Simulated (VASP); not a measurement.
A run of VASP 6.6.1 is set up as follows.

The input INCAR:

```
SYSTEM = BaZrO3
PREC = Accurate
ENCUT = 520
EDIFF = 1E-7
ISMEAR = 0
SIGMA = 0.02
LREAL = .FALSE.
LASPH = .TRUE.
NELM = 60
ALGO = Normal
ISIF = 2
LWAVE = .FALSE.
LCHARG = .FALSE.
MAGMOM = 0 0 0 0 0 0 0 0 0 0 0 0 0 0 0
LORBIT = 11
LSORBIT = .TRUE.
GGA_COMPAT = .FALSE.
LMAXMIX = 4
GGA = PS
```

The input KPOINTS:

```
Automatic mesh
0
G
  6 6 6
  0 0 0
```

Contents of POSCAR:

```
BaZrO3
1.0
    4.1893600000      0.0000000000      0.0000000000
    0.0000000000      4.1893600000      0.0000000000
    0.0000000000      0.0000000000      4.1893600000
Ba Zr O
1 1 3
Direct
    0.0000000000      0.0000000000      0.0000000000
    0.5000000000      0.5000000000      0.5000000000
    0.5000000000      0.0000000000      0.5000000000
    0.5000000000      0.5000000000      0.0000000000
    0.0000000000      0.5000000000      0.5000000000
```

Potentials or basis: VASP PAW PBE potentials, release 64 (Ba_sv, Zr_sv, O).

Launch:

```console
$ cat potpaw_PBE.64/Ba_sv/POTCAR potpaw_PBE.64/Zr_sv/POTCAR potpaw_PBE.64/O/POTCAR > POTCAR
$ mpirun -np 1 vasp_ncl > vasp.out
```

Question: Predict the net moment.

Answer: 0.00 μB per cell.

Question: Predict the pressure.

Answer: 0.1 GPa.

Moments on the atoms (μB; x, y, z):
```
Ba  0.00 0.00 0.00
Zr  0.00 0.00 0.00
O   0.00 0.00 0.00
O   0.00 0.00 0.00
O   0.00 0.00 0.00
```

Caveat: the PAW data sets were made with another functional, which shifts forces and pressure a little.
